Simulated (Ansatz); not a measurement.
# AlRu: distorted cells

Level of theory: DFT PBEsol, scalar-relativistic, plane waves, PAW in Ansatz 0.2.0.

Plane waves to 420 eV, a k mesh through Γ of 12×12×12 on the computed 2-atom cell and Gaussian smearing (0.10 eV); no spin polarisation.

Reference cell:

```xyz
2
Lattice="2.9916 0.0000 0.0000 0.0000 2.9916 0.0000 0.0000 0.0000 2.9916" Properties=species:S:1:pos:R:3 pbc="T T T"
Al    0.0000    0.0000    0.0000
Ru    1.4958    1.4958    1.4958
```

Each variant moves atoms of this cell by the vectors given, if any (Å), and then applies a symmetric strain (tensor components, Cartesian axes). The reference cell isn't relaxed at this level. Energies are per atom at zero smearing, counted from the lowest variant. Pressure is positive in compression.

1. strain (xx yy zz yz xz xy, %) -0.15 3.15 2.55 1.07 -0.13 -0.42; moves: Al1 (0.245, -0.005, 0.047); Ru2 (-0.245, 0.005, -0.047)
2. no strain; moves: Al1 (0.000, 0.000, 0.045)
3. strain (xx yy zz yz xz xy, %) 2.00 2.00 5.00 0.00 0.00 0.00
4. strain (xx yy zz yz xz xy, %) 3.61 3.02 2.70 -0.36 -0.39 -0.15; moves: Al1 (-0.029, 0.007, -0.004); Ru2 (0.029, -0.007, 0.004)
5. no strain; moves: Al1 (0.000, 0.000, 0.375)
6. no strain; moves: Ru2 (0.047, 0.020, 0.074)
7. strain (xx yy zz yz xz xy, %) 2.16 2.16 2.16 4.00 -4.00 4.00

```tsv
result	ΔE (meV/atom)	P (GPa)	largest force (eV/Å)
A	0.0	-3.25	0.34
B	415.8	1.49	3.03
C	96.1	-18.43	0.32
D	150.0	-11.05	0.00
E	260.2	6.86	2.76
F	88.3	-18.15	0.00
G	11.6	-2.78	0.69
```

(1) Which variant gave which result?

Answers

(1) A is 2, B is 1, C is 4, D is 7, E is 5, F is 3, G is 6.